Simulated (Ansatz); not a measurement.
# H: the cost of one run

Computed with Ansatz 0.2.0 (DFT PBEsol, scalar-relativistic, plane waves, PAW, unless a step's input says otherwise).

## (1) The structure to begin with

The structure is orthorhombic, space group Cmce (No. 64). Conventional cell: a = 5.247 Å, b = 5.134 Å, c = 4.142 Å, α = 90.00°, β = 90.00°, γ = 90.00°. Around H (site symmetry m) lie 1 H at 0.74 Å.

As a file:

```
H
1.0
     2.62348   -2.56690    0.00000
     2.62348    2.56690    0.00000
     0.00000    0.00000    4.14182
H
4
Direct
  0.95330 0.04670 0.06851
  0.45330 0.54670 0.43149
  0.54670 0.45330 0.56851
  0.04670 0.95330 0.93149
```

This is candidate A: structure listed in a database for this formula (Cmce, No. 64).

(A quick probe on a coarse mesh, which set the mesh and smearing, is not shown.)

## (3) A loose first relaxation (candidate A)

input.yaml reads:

```yaml
crystal:
  lattice:
    - [2.6234813799, -2.5669048168, 0.0]
    - [2.6234813799, 2.5669048168, 0.0]
    - [0.0, 0.0, 4.141818]
  atoms:
    - { symbol: H, position: [0.95329563, 0.04670437, 0.06850889] }
    - { symbol: H, position: [0.45329563, 0.54670437, 0.43149111] }
    - { symbol: H, position: [0.54670437, 0.45329563, 0.56850889] }
    - { symbol: H, position: [0.04670437, 0.95329563, 0.93149111] }
basis:
  ecutwfc: 420
kpoints:
  mp_grid: { grid: [6, 6, 4] }
hamiltonian:
  xc: pbesol
scf:
  occupations: { method: gaussian, width: 0.1 }
  lower_state_search: "off"
output:
  forces: true
  stress: true
  eigenvalues: true
relax:
  adjacent_minimum: "off"
  f_tol: 0.04
  max_steps: 70
  cell: { stress_tol: 0.4 }
```

Q: Estimate wall time and peak memory on 1 thread of an x86-64 CPU, shared host.

About 3.8 s, with a peak of 0.33 GiB.
